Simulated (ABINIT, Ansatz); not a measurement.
**NaCl: the functional in 2 programs**

```
CELL_PARAMETERS angstrom
0.00000 2.79406 2.79406
2.79406 0.00000 2.79406
2.79406 2.79406 0.00000
ATOMIC_POSITIONS crystal
Cl 0.50000 0.50000 0.50000
Na 0.00000 0.00000 0.00000
```

The cell is a database's computed one, not the measured one.

Kept alike: task single point; k mesh 6 × 6 × 6; no spin polarisation. The mesh is that of the run's cell of 2 atoms. No spin-orbit coupling.

- A: ABINIT, SPMS NC PBE v1.0, made for PBE, cutoff 599 eV
- B: Ansatz, PAW datasets made for the crystal, cutoff 180 to 200 eV

| functional | A: pressure (GPa) | B: pressure (GPa) |
| --- | --- | --- |
| PBE | 1.65 | 1.56 |
| PBE0 | 1.10 | 0.88 |
| PBEsol | 0.49 | 0.20 |

Pressure is positive in compression; plane-wave values hold the error of the finite cutoff, which Ansatz corrects. Values on potentials made for another functional: A at PBE0, PBEsol.

Question: How large is the effect of the functional, and do the programs agree on it?

Answer: From PBEsol to PBE the pressure moves by +1.16 in A, +1.36 in B (GPa). Row by row the programs differ by 0.09 to 0.29, and over this span the shifts, as printed, agree within about 15 %. Shifts from PBEsol: PBE +1.16, +1.36; PBE0 +0.61, +0.68; the programs' shifts differ by up to 0.20.
